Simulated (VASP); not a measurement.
# Ir (P6_3/mmc) in VASP: further runs

The runs below take Ir through relaxation of cell and atoms, with r2SCAN, r2SCAN+rVV10.

All numbers are computed with VASP 6.6.1; they aren't measurements. Logs are shortened: lines on timing, memory, paths and dates and some standing lists are left out, and cuts for length are marked.

## 1. The crystal as given

It takes space group P6_3/mmc (No. 194, hexagonal). Conventional cell: a = 2.718 Å, b = 2.718 Å, c = 4.439 Å, α = 90.00°, β = 90.00°, γ = 120.00°. Ir (site symmetry -6m2) is surrounded by 12 Ir at 2.72 Å.

This isn't the form of Ir at room conditions, which is fcc.

## 2. Relaxation of cell and atoms, r2SCAN

INCAR

```
PREC = Accurate
ENCUT = 600
EDIFF = 1E-7
ISMEAR = 0
SIGMA = 0.1
LREAL = False
LASPH = True
NELM = 80
ALGO = Normal
ISIF = 3
LWAVE = False
LCHARG = False
METAGGA = R2SCAN
LMIXTAU = True
IBRION = 2
NSW = 90
EDIFFG = -0.005
```

KPOINTS

```
Automatic mesh
0
Gamma
  18 18 10
```

POSCAR

```
Ir
1.0
    2.7181147100      0.0000000000      0.0000000000
   -1.3590573500      2.3539563900      0.0000000000
    0.0000000000      0.0000000000      4.4386813200
Ir
2
Direct
    0.3333333300      0.6666666700      0.2500000000
    0.6666666700      0.3333333300      0.7500000000
```

Potentials or basis: VASP PAW PBE potentials, release 64 (Ir).

On the command line:

```console
> cat potpaw_PBE.64/Ir/POTCAR > POTCAR
> mpirun -np 1 vasp_std > vasp.out
```

OUTCAR:

```text
PREC = Accurate
   ENCUT = 600
   EDIFF = 1E-7
   ISMEAR = 0
   LREAL = False
   LASPH = True
   NELM = 80
   ISIF = 3
   METAGGA = R2SCAN
   IBRION = 2
   NSW = 90
   EDIFFG = -0.005

 ion  position               nearest neighbor table
   1  0.333  0.667  0.250-   2 2.72   2 2.72   2 2.72   2 2.72   2 2.72   2 2.72
   2  0.667  0.333  0.750-   1 2.72   1 2.72   1 2.72   1 2.72   1 2.72   1 2.72

  LATTYP: Found a hexagonal cell.
 ALAT       =     2.7181147100
 C/A-ratio  =     1.6329999995

  Lattice vectors:

 A1 = (   2.7181147100,   0.0000000000,   0.0000000000)
 A2 = (  -1.3590573500,   2.3539563900,   0.0000000000)
 A3 = (   0.0000000000,   0.0000000000,   4.4386813200)

Analysis of symmetry for initial positions (statically):
=====================================================================
 Subroutine PRICEL returns:
 Original cell was already a primitive cell.

 Routine SETGRP: Setting up the symmetry group for a
 hexagonal supercell.

 Subroutine GETGRP returns: Found 24 space group operations
 (whereof 12 operations were pure point group operations)
 out of a pool of 24 trial point group operations.

The static configuration has the point symmetry D_3d.
 The point group associated with its full space group is D_6h.

Analysis of symmetry for dynamics (positions and initial velocities):
=====================================================================
 Subroutine PRICEL returns:
 Original cell was already a primitive cell.

 Routine SETGRP: Setting up the symmetry group for a
 hexagonal supercell.

 Subroutine GETGRP returns: Found 24 space group operations
 (whereof 12 operations were pure point group operations)
 out of a pool of 24 trial point group operations.

The dynamic configuration has the point symmetry D_3d.
 The point group associated with its full space group is D_6h.

 Subroutine INISYM returns: Found 24 space group operations
 (whereof 12 operations are pure point group operations),
 and found     1 'primitive' translations

----------------------------------------------------------------------------------------

                                     Primitive cell

  volume of cell :      28.4001

  direct lattice vectors                    reciprocal lattice vectors
     2.718114710  0.000000000  0.000000000     0.367902060  0.212408352  0.000000000
    -1.359057350  2.353956390  0.000000000     0.000000000  0.424816706  0.000000000
     0.000000000  0.000000000  4.438681320     0.000000000  0.000000000  0.225292137

  length of vectors
     2.718114710  2.718114708  4.438681320     0.424816706  0.424816706  0.225292137

  position of ions in fractional coordinates (direct lattice)
[... 99 lines left out ...]
     AMIX_MAG =   1.60;   BMIX_MAG =  1.00
  volume/ion in A,a.u.               =      14.20        95.83
  Fermi-wavevector in a.u.,A,eV,Ry     =   1.406238  2.657405 26.905608  1.977506
  Thomas-Fermi vector in A             =   2.528619
   LORBIT       =      0    0 simple, 1 ext, 2 COOP (PROOUT), +10 PAW based schemes
   METAGGA = R2SCAN    functional components
   LHFCALC =     F    Hartree Fock is set to
   AEXX    =    0.0000 exact exchange contribution
   IVDW    =     0    specifies the selected vdW correction
   LEPSILON=     F    determine dielectric tensor
   LRPA    =     F    only Hartree local field effects (RPA)
 conjugate gradient relaxation of ions
 non-spin polarized calculation
 Gauss-broadening in eV      SIGMA  =   0.10
  energy-cutoff  :      600.00
  volume of cell :       28.40
 maximum number of plane-waves:       972
 NGX is ok and might be reduce to    24

--------------------------------------- Ionic step        1  -------------------------------------------

 number of electron      18.0000000 magnetization

 Free energy of the ion-electron system (eV)
  ---------------------------------------------------
  ext. energy  EPLUGINS =         0.00000000
  ---------------------------------------------------
  free energy    TOTEN  =      -104.55721518 eV

  energy without entropy =     -104.54741535  energy(sigma->0) =     -104.55231526

------------------------ aborting loop because EDIFF is reached ----------------------------------------

  FORCE on cell =-STRESS in cart. coord.  units (eV):
  Direction    XX          YY          ZZ          XY          YZ          ZX
  --------------------------------------------------------------------------------------
  -------------------------------------------------------------------------------------
  Total        0.9156948      0.9156948      0.4031391      0.0000000      0.0000000      0.0000000
  in kB       51.6584240     51.6584240     22.7428762      0.0000001      0.0000000      0.0000000
  external PRESSURE =      42.0199081 kB  Pullay stress =       0.0000000 kB
[... 23 lines left out ...]
--------------------------------------- Ionic step        2  -------------------------------------------

 number of electron      17.9999999 magnetization

 E-fermi :   9.3477     XC(G=0): -14.9415

 val. band max:        9.3411502688   @ k =   0.3333   0.1111   0.2000
 cond. band min:       9.3579559444   @ k =   0.2222   0.1667   0.2000
 fundamental gap:      0.0168056756
 Fermi energy:         9.3477348063

 k-point     1 :       0.0000    0.0000    0.0000
  band No.  band energies     occupation
      1      -1.6986      2.00000
      2       1.4333      2.00000
      3       5.6223      2.00000
      4       5.6725      2.00000
      5       5.6725      2.00000
      6       6.3009      2.00000
      7       6.3009      2.00000
      8       7.0032      2.00000
      9       7.0032      2.00000
     10       8.7608      2.00000
     11       9.5856      0.00077
     12       9.5856      0.00077
     13      16.3380      0.00000
[... 511 lines left out ...]
--------------------------------------- Ionic step        6  -------------------------------------------

 number of electron      17.9999999 magnetization

 Free energy of the ion-electron system (eV)
  ---------------------------------------------------
  ext. energy  EPLUGINS =         0.00000000
  ---------------------------------------------------
  free energy    TOTEN  =      -104.56251388 eV

  energy without entropy =     -104.55263300  energy(sigma->0) =     -104.55757344

 E-fermi :  10.0693     XC(G=0): -15.2351

 val. band max:       10.0639465306   @ k =   0.3889   0.0000   0.0000
 cond. band min:      10.0733282747   @ k =   0.3333   0.3333   0.1000
 fundamental gap:      0.0093817441
 Fermi energy:        10.0693407990

 k-point     1 :       0.0000    0.0000    0.0000
  band No.  band energies     occupation
      1      -1.4485      2.00000
      2       1.6853      2.00000
      3       6.0466      2.00000
      4       6.1426      2.00000
      5       6.1426      2.00000
      6       6.8086      2.00000
      7       6.8086      2.00000
      8       7.6093      2.00000
      9       7.6093      2.00000
     10       9.3122      2.00000
     11      10.3288      0.00024
     12      10.3288      0.00024
     13      17.3998      0.00000
[... 397 lines left out ...]
  FREE ENERGIE OF THE ION-ELECTRON SYSTEM (eV)
  ---------------------------------------------------
  free  energy   TOTEN  =      -104.5625138781 eV

  energy  without entropy=     -104.5526329965  energy(sigma->0) =     -104.55757344

 reached required accuracy - stopping structural energy minimisation
```

OSZICAR:

```text
N       E                     dE             d eps       ncg     rms          rms(c)
DAV:   1     0.800735992693E+02    0.80074E+02   -0.98460E+03  5772   0.163E+03
DAV:   2    -0.101943269066E+03   -0.18202E+03   -0.16852E+03  5937   0.395E+02
DAV:   3    -0.109079975975E+03   -0.71367E+01   -0.66707E+01  6925   0.890E+01
DAV:   4    -0.109213313626E+03   -0.13334E+00   -0.13188E+00  6320   0.112E+01
[... 74 lines left out ...]
DAV:   5    -0.104562510280E+03   -0.79316E-05   -0.95087E-06  6047   0.386E-02    0.195E-03
DAV:   6    -0.104562513801E+03   -0.35209E-05   -0.15328E-06  5927   0.166E-02    0.889E-04
DAV:   7    -0.104562513645E+03    0.15633E-06   -0.30291E-07  5285   0.767E-03    0.271E-04
DAV:   8    -0.104562513878E+03   -0.23279E-06   -0.27626E-08  2916   0.201E-03    0.200E-04
DAV:   9    -0.104562513878E+03   -0.36493E-09   -0.27467E-09  2891   0.584E-04
   6 F= -.10456251E+03 E0= -.10455757E+03  d E =-.573826E-03
```

CONTCAR:

```text
Ir
   1.00000000000000
     2.7349104819281194    0.0000000000357635    0.0000000000000000
    -1.3674552359021914    2.3685019551617761    0.0000000000000000
    -0.0000000000000000    0.0000000000000000    4.4322429272217532
  Ir
     2
Direct
     0.3333333300000021    0.6666666699999979    0.2500000000000000
     0.6666666699999979    0.3333333300000021    0.7500000000000000

  0.00000000E+00  0.00000000E+00  0.00000000E+00
  0.00000000E+00  0.00000000E+00  0.00000000E+00
```

Wall time 13 min (1 thread of Intel Xeon Platinum 8488C (Sapphire Rapids), shared host); peak memory 0.25 GiB.

What came out:

```
Free energy                            : -104.5625 eV
Relaxed volume                         : 14.36 Å³/atom
Relaxed cell                           : a = 2.735 Å, b = 2.735 Å, c = 4.432 Å, α = 90.00°, β = 90.00°, γ = 120.00°
Space group after relaxing (to 0.05 Å) : P6_3/mmc (No. 194)
Energy gained by relaxing              : 2.6 meV/atom
Ionic steps                            : 6
Pressure after relaxing                : 0.0 GPa
Band gap on the k mesh                 : none (metal or under the smearing width)
```

Step by step:
```csv
step,energy change (eV),largest force (eV/Å),pressure (GPa),volume (Å³)
1,0.0000,0.0000,4.20,28.40
2,0.0528,0.0000,-14.19,29.96
3,-0.0047,0.0000,-0.35,28.74
4,-0.0047,0.0000,-0.26,28.73
5,-0.0052,0.0000,0.19,28.70
6,-0.0053,0.0000,0.04,28.71
```

Final structure:
```
Ir
1.0
     2.73491    0.00000    0.00000
    -1.36746    2.36850    0.00000
     0.00000    0.00000    4.43224
Ir
2
Direct
  0.33333 0.66667 0.25000
  0.66667 0.33333 0.75000
```

Levels at points of the mesh, in eV from the Fermi level:
| k point | band 7 | band 8 | band 9 | band 10 | band 11 | band 12 |
| --- | --- | --- | --- | --- | --- | --- |
| (0.00, 0.00, 0.00) | -3.26 | -2.46 | -2.46 | -0.76 | 0.26 | 0.26 |
| (0.50, 0.00, 0.00) | -3.05 | 0.70 | 0.96 | 1.12 | 3.03 | 4.55 |
| (0.00, 0.00, 0.50) | -4.06 | -4.06 | -0.51 | -0.51 | -0.51 | -0.51 |
| (0.50, 0.00, 0.50) | -0.97 | -0.97 | 0.96 | 0.96 | 2.08 | 2.08 |

Caveat: the PAW data sets were made with another functional, which shifts forces and pressure a little. Spin-orbit coupling is left out, which matters for the levels of Ir.

## 3. Relaxation of cell and atoms, r2SCAN+rVV10

INCAR: that of step 2 with these lines changed.

```diff
@@ -14,2 +14,6 @@
 LMIXTAU = True
+LUSE_VDW = True
+IVDW_NL = 2
+BPARAM = 11.95
+CPARAM = 0.0093
 IBRION = 2
```

KPOINTS is that of step 2.

POSCAR is that of step 2.

Potentials or basis: VASP PAW PBE potentials, release 64 (Ir).

On the command line:

```console
> cat potpaw_PBE.64/Ir/POTCAR > POTCAR
> mpirun -np 1 vasp_std > vasp.out
```

Run time: 14 min. Hardware: 1 thread of Intel Xeon Platinum 8488C (Sapphire Rapids), shared host; peak memory 0.34 GiB.

Results (log left out):

- Free energy: -104.3108 eV
- Relaxed volume: 14.29 Å³/atom
- Relaxed cell: a = 2.731 Å, b = 2.731 Å, c = 4.426 Å, α = 90.00°, β = 90.00°, γ = 120.00°
- Space group after relaxing (to 0.05 Å): P6_3/mmc (No. 194)
- Energy gained by relaxing: 1.3 meV/atom
- Ionic steps: 5
- Pressure after relaxing: 0.0 GPa
- Band gap on the k mesh: none (metal or under the smearing width)

The path:
```tsv
step	energy change (eV)	largest force (eV/Å)	pressure (GPa)	volume (Å³)
1	0.0000	0.0000	2.38	28.40
2	0.0174	0.0000	-8.66	29.27
3	-0.0020	0.0000	-0.48	28.61
4	-0.0023	0.0000	0.34	28.55
5	-0.0025	0.0000	-0.01	28.58
```

Final structure:
```
CELL_PARAMETERS angstrom
2.73053 0.00000 0.00000
-1.36526 2.36470 0.00000
0.00000 0.00000 4.42573
ATOMIC_POSITIONS crystal
Ir 0.33333 0.66667 0.25000
Ir 0.66667 0.33333 0.75000
```

Levels at points of the mesh, in eV from the Fermi level:
```csv
k point,band 5,band 6,band 7,band 8,band 9,band 10,band 11,band 12,band 13
"(0.00, 0.00, 0.00)",-3.96,-3.29,-3.29,-2.48,-2.48,-0.80,0.26,0.26,7.37
"(0.50, 0.00, 0.00)",-3.70,-3.55,-3.08,0.71,0.97,1.14,3.04,4.56,8.64
"(0.00, 0.00, 0.50)",-4.09,-4.09,-4.09,-4.09,-0.51,-0.51,-0.51,-0.51,14.36
"(0.50, 0.00, 0.50)",-2.22,-2.22,-0.99,-0.99,0.97,0.97,2.08,2.08,8.00
```

Caveat: the PAW data sets were made with another functional, which shifts forces and pressure a little.
